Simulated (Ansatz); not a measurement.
**CuO: how the free axis answers a strain**

CuO, Cccm, a = 4.164 Å, b = 4.176 Å, c = 5.151 Å. This isn't the usual stable structure of the compound. Ansatz: PBE, PAW, 420 eV, Γ-centred 8×8×8 mesh on 8 atoms, Gaussian smearing 0.10 eV; no spin polarisation. Series: uniaxial strain along c, with a, b and atoms relaxed; x is the strain in per cent. y is the change of a in per cent of 4.164 Å.

| x (%) | y (%) |
| --- | --- |
| -6.0 | 2.82 |
| -4.0 | ? |
| -2.0 | 0.99 |
| 0.0 | 0.00 |
| 2.0 | -0.76 |
| 4.0 | -1.59 |

**Question.** Fit y = c1 x + c2 x² to the other rows, say what c1 measures, and predict the missing y.

**Answer.** Least squares on the rows shown. y = −0.4270 x + 0.007638 x². So −c1 = 0.427 is Poisson's ratio for this pair of axes. With a term in x³ added, the coefficient of x becomes -0.4493, 5 % more, which shows how far this figure hangs on the form. At x = -4.0 the fit asked for gives 1.83 %. The run gave 1.90 %, so the fit is 0.07 % too low, within twice the rms miss on the fitted rows (0.06 %).

Spin polarisation was left out, and a magnetic state may lie lower.